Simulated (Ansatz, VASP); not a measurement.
# Two plane-wave programs on AlRu

INCAR

```
SYSTEM = AlRu
  ALGO = Normal
  EDIFF = 1E-6
  ENCUT = 520
  GGA = CA
  ISIF = 2
  ISMEAR = -1
  LASPH = .True.
  LCHARG = .False.
  LREAL = .False.
  LWAVE = .False.
  NBANDS = 16
  NELM = 100
  PREC = Accurate
  SIGMA = 0.05
```

The input KPOINTS:

```
k-points
0
Gamma
  9 9 9
  0 0 0
```

POSCAR

```
AlRu
1.0
    3.0502737196      0.0000000000      0.0000000000
    0.0000000000      3.0502737196      0.0000000000
    0.0000000000      0.0000000000      3.0502737196
Ru Al
1 1
Direct
    0.5000000000      0.5000000000      0.5000000000
    0.0000000000      0.0000000000      0.0000000000
```

Contents of input.yaml:

```yaml
crystal:
  lattice:
    - [3.0502737196, 0.0, 0.0]
    - [0.0, 3.0502737196, 0.0]
    - [0.0, 0.0, 3.0502737196]
  atoms:
    - { symbol: Ru, position: [0.5, 0.5, 0.5] }
    - { symbol: Al, position: [0.0, 0.0, 0.0] }
hamiltonian:
  xc: lda
  pseudopotentials: { kind: paw }
kpoints:
  mp_grid: { grid: [9, 9, 9] }
scf:
  occupations: { method: fermi_dirac, width: 0.05 }
output:
  forces: true
  stress: true
  eigenvalues: true
```

Alike in both runs: task single point; functional LDA; k mesh 9 × 9 × 9; occupations fermi-dirac, width 0.05 eV; no spin polarisation.

|  | VASP | Ansatz |
| --- | --- | --- |
| version | VASP 6.6.1 | Ansatz 0.2.0 |
| potentials or method | VASP PAW LDA potentials, release 64 (Ru_pv, Al) | Ansatz PAW |
| plane-wave cutoff (eV) | 520 | 420 |
| valence electrons in the cell | 17 | 19 |

Ansatz gave:

- gap on the k mesh at the Fermi level (eV): none
- pressure (GPa): -18.1

Problem. What did VASP give for the same quantities?

Solution. gap on the k mesh at the Fermi level (eV): none; pressure (GPa): -17.8.

A gap of «none» marks a metal or a gap that the smearing closes. The two sets of potentials don't hold the same shells in valence.

Caveats: so large a pressure means that the cell lies far from this level's equilibrium, or that cutoff or potentials fall short (VASP); the PAW data sets come from PBE, with cores solved anew for the run's functional, which leaves a small shift of forces and pressure (Ansatz).
